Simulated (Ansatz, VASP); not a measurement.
Al2Au in VASP and in Ansatz

The input INCAR:

```
  PREC = Accurate
  ENCUT = 520
  EDIFF = 1E-6
  ISMEAR = 1
  SIGMA = 0.1
  LREAL = False
  LASPH = True
  NELM = 100
  ALGO = Normal
  ISIF = 2
  LWAVE = False
  LCHARG = True
  GGA = PS
  LELF = True
  LVHAR = True
  NBANDS = 16
```

KPOINTS

```
Automatic mesh
0
Gamma
  5 5 5
```

File POSCAR:

```
Al2Au
1.0
    0.0000000000      3.0000000000      3.0000000000
    3.0000000000      0.0000000000      3.0000000000
    3.0000000000      3.0000000000      0.0000000000
Al Au
2 1
Direct
    0.2500000000      0.2500000000      0.2500000000
    0.7500000000      0.7800000000      0.7500000000
    0.0000000000      0.0000000000      0.0000000000
```

Input for Ansatz:

```yaml
crystal:
  lattice:
    - [0.0, 3.0, 3.0]
    - [3.0, 0.0, 3.0]
    - [3.0, 3.0, 0.0]
  atoms:
    - { symbol: Al, position: [0.25, 0.25, 0.25] }
    - { symbol: Al, position: [0.75, 0.78, 0.75] }
    - { symbol: Au, position: [0.0, 0.0, 0.0] }
kpoints:
  mp_grid:
    grid: [5, 5, 5]
    shift: [0.0, 0.0, 0.0]
hamiltonian:
  xc: pbesol
scf:
  convergence:
    dr2_threshold: 1.0e-08
  occupations:
    method: cold
    width: 0.1
output:
  forces: true
```

Alike in both runs: task single point; functional PBEsol; k mesh 5 × 5 × 5; no spin polarisation.

|  | VASP | Ansatz |
| --- | --- | --- |
| version | VASP 6.6.1 | Ansatz 0.2.0 |
| potentials or method | VASP PAW PBE potentials, release 64 (Al, Au) | plane waves, PAW |
| plane-wave cutoff (eV) | 520 | 420 |
| occupations | methfessel-paxton of order 1, width 0.1 eV | cold, width 0.1 eV |
| valence electrons in the cell | 17 | 25 |

|  | VASP | Ansatz | Ansatz less VASP |
| --- | --- | --- | --- |
| rms of the force components (eV/Å) | 0.340 | 0.345 | +0.0044 |

Atom by atom the forces differ by 0.005 eV/Å (rms over components). The two sets of potentials don't hold the same shells in valence.

Caveats: the k mesh is coarse (spacing up to 0.36 Å⁻¹), so the values aren't converged; the PAW data sets were made with another functional, which shifts forces and pressure a little (VASP). The runs have no spin-orbit coupling, so splittings on Au are missing.
